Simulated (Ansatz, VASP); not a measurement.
**Mg: VASP beside Ansatz**

Contents of INCAR:

```
ALGO = Normal
EDIFF = 1E-6
EDIFFG = -0.002
ENCUT = 600
GGA = PS
IBRION = 2
ISIF = 3
ISMEAR = 0
LASPH = True
LCHARG = False
LREAL = False
LWAVE = False
NELM = 100
NSW = 100
PREC = Accurate
SIGMA = 0.1
```

KPOINTS

```
k-points
0
Gamma
  15 15 8
```

POSCAR

```
Mg
1.0
    3.1800000000      0.0000000000      0.0000000000
   -1.5900000000      2.7539608000      0.0000000000
    0.0000000000      0.0000000000      5.1600000000
Mg
2
Direct
    0.3333333000      0.6666667000      0.2500000000
    0.6666667000      0.3333333000      0.7500000000
```

Input for Ansatz:

```yaml
crystal:
  lattice:
    - [3.18, 0.0, 0.0]
    - [-1.59, 2.7539608, 0.0]
    - [0.0, 0.0, 5.16]
  atoms:
    - { symbol: Mg, position: [0.3333333, 0.6666667, 0.25] }
    - { symbol: Mg, position: [0.6666667, 0.3333333, 0.75] }
basis:
  ecutwfc: 420
kpoints:
  mp_grid: { grid: [15, 15, 8] }
hamiltonian:
  xc: pbesol
scf:
  occupations: { method: gaussian, width: 0.1 }
output:
  forces: true
  stress: true
  eigenvalues: true
relax:
  adjacent_minimum: "off"
  f_tol: 0.002
  max_steps: 80
  cell: { stress_tol: 0.02 }
```

The cell was built by a generator and needn't be a form met in nature.

Alike in both runs: task relaxation of cell and atoms; functional PBEsol; k mesh 15 × 15 × 8; occupations gaussian, width 0.1 eV; no spin polarisation.

|  | VASP | Ansatz |
| --- | --- | --- |
| version | VASP 6.6.1 | Ansatz 0.2.0 |
| potentials or method | VASP PAW PBE potentials, release 64 (Mg) | scalar-relativistic, plane waves, PAW |
| plane-wave cutoff (eV) | 600 | 420 |
| valence electrons in the cell | 4 | 20 |

VASP gave:

```
gap on the k mesh at the Fermi level, each at its own relaxed structure (eV) : none
relaxed volume (Å³/atom)                                                     : 22.47
relaxed cell length with the largest relative difference (Å)                 : 3.188
```

**Question.** What did Ansatz give for the same quantities?

**Answer.** gap on the k mesh at the Fermi level, each at its own relaxed structure (eV): none; relaxed volume (Å³/atom): 22.50; relaxed cell length with the largest relative difference (Å): 3.189.

A gap of «none» marks a metal or a gap that the smearing closes. The two sets of potentials don't hold the same shells in valence.

Caveats: the PAW data sets were made with another functional, which shifts forces and pressure a little (VASP).
